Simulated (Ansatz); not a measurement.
The system is TaSi2.

```
Ta Si
1.0
     4.78000    0.00000    0.00000
    -2.39000    4.13960    0.00000
     0.00000    0.00000    6.56400
Ta Si
3 6
Direct
  0.00000 0.50000 0.16667
  0.50000 0.50000 0.83333
  0.50000 0.00000 0.50000
  0.33330 0.16665 0.16667
  0.16665 0.83335 0.83333
  0.83335 0.66670 0.50000
  0.66670 0.83335 0.16667
  0.83335 0.16665 0.83333
  0.16665 0.33330 0.50000
```

Base run:

- Program: Ansatz 0.2.0
- Functional: LDA
- Potentials or basis: Ansatz PAW
- Cutoff: 420 eV (not typed: the program's choice for these potentials)
- k mesh: 7 × 7 × 4
- Occupations: fermi-dirac, width 0.05 eV
- Spin: no spin polarisation

Its results: band gap on the k mesh none (metal or under the smearing width); pressure -4.7 GPa; largest force 0.698 eV/Å.

The run is repeated on the same cell with these changes: functional from LDA to r2SCAN; cutoff from 420 eV (not typed: the program's choice for these potentials) to 500 eV (not typed: the program's choice for these potentials). What comes out?

Band gap on the k mesh none (metal or under the smearing width); pressure 0.1 GPa; largest force 0.835 eV/Å.

Caveats: spin-orbit coupling is left out, which moves the levels of the heavy elements; the cell's inner coordinates are idealised or old, which leaves forces on the atoms; the PAW data sets come from PBE, with cores solved anew for the run's functional, which leaves a small shift of forces and pressure.
